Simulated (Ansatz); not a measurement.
Runs of Ansatz 0.2.0 on BN. Symmetry: F-43m, No. 216, cubic system. The conventional cell has a = 3.626 Å, b = 3.626 Å, c = 3.626 Å, α = 90.00°, β = 90.00°, γ = 90.00°. N (site symmetry -43m) has 4 B at 1.57 Å as nearest neighbours. Around B (site symmetry -43m) lie 4 N at 1.57 Å. The cell is a database's computed one.

```csv
level,cutoff (eV),gap on the mesh (eV),pressure (GPa),relaxed volume (Å³/atom)
RPBE,420,4.55,0.0,(b)
BLYP,420,4.91,0.0,(a)
r2SCAN,500,5.08,0.0,5.88
revPBE,420,4.54,0.0,(c)
```

Alike in all rows: task relaxation of cell and atoms; potentials or basis Ansatz PAW; no spin polarisation; cell relaxed; k mesh 13 × 13 × 13; smearing fermi-dirac 0.05 eV.

Q: Fill in the values left out.

A: (a) 6.06; (b) 6.05; (c) 6.02.

Caveats: odd divisions of the mesh miss points on the zone boundary, where band edges often lie, so the gap on the mesh can be too wide; the plane-wave basis is chosen anew once the cell has moved, so the energies of steps on either side of that aren't comparable; the PAW data sets come from PBE, with cores solved anew for the run's functional, which leaves a small shift of forces and pressure.

A k mesh can miss the band edges.

Runs at the PBE level aren't shown here.
